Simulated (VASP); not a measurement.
Crystal: HfB2.

```
Hf B
1.0
     3.14000    0.00000    0.00000
    -1.57000    2.71932    0.00000
     0.00000    0.00000    3.48000
Hf B
1 2
Direct
  0.00000 0.00000 0.00000
  0.66667 0.33333 0.50000
  0.33333 0.66667 0.50000
```

Base run:

| Item | Value |
| --- | --- |
| Program | VASP 6.6.1 |
| Functional | PBE |
| Potentials or basis | VASP PAW PBE potentials, release 64 (Hf_pv, B) |
| Cutoff | 520 eV |
| k mesh | 10 × 10 × 8 |
| Occupations | fermi-dirac, width 0.05 eV |
| Spin | no spin polarisation |

Its results: band gap on the k mesh none (metal or under the smearing width); pressure 1.0 GPa.

Task: The run is repeated on the same cell with these changes: functional from PBE to PBEsol. What comes out?

Result: Band gap on the k mesh none (metal or under the smearing width); pressure -4.4 GPa.

PBEsol binds more tightly than PBE, so the same cell stands under less pressure.

Caveats: the PAW data sets were made with another functional, which shifts forces and pressure a little (some runs).

Not every run made on this cell is shown here.
